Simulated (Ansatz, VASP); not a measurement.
# CdSe (Cadmoselite): VASP beside Ansatz

```xyz
4
Lattice="4.3018 0.0000 0.0000 -2.1509 3.7255 0.0000 0.0000 0.0000 7.0216" Properties=species:S:1:pos:R:3 pbc="T T T"
Cd    0.0000    2.4837    0.0328
Cd    2.1509    1.2418    3.5436
Se    0.0000    2.4837    2.6706
Se    2.1509    1.2418    6.1814
```

Alike in both runs: functional PBEsol; k mesh 9 × 9 × 6; occupations gaussian, width 0.02 eV; no spin polarisation.

Ansatz relaxed the structure, and its values are those at the end. VASP's run is a single point on that final structure, the one shown.

```csv
,VASP,Ansatz
version,VASP 6.6.1,Ansatz 0.2.0
potentials or method,"VASP PAW PBE potentials, release 64 (Cd, Se)","scalar-relativistic, plane waves, PAW"
plane-wave cutoff (eV),520,420
valence electrons in the cell,36,72
```

Ansatz gave:

```
gap on the k mesh at the Fermi level (eV) : 0.54
least direct gap on the mesh (eV)         : 0.54
pressure (GPa)                            : 0.0
```

Question: Which values does VASP return?

Answer: gap on the k mesh at the Fermi level (eV): 0.54; least direct gap on the mesh (eV): 0.54; pressure (GPa): 0.3.

The functional is the same, so the differences come from potentials, cutoffs and numerics. The two sets of potentials don't hold the same shells in valence.

Caveats: the PAW data sets were made with another functional, which shifts forces and pressure a little (VASP).
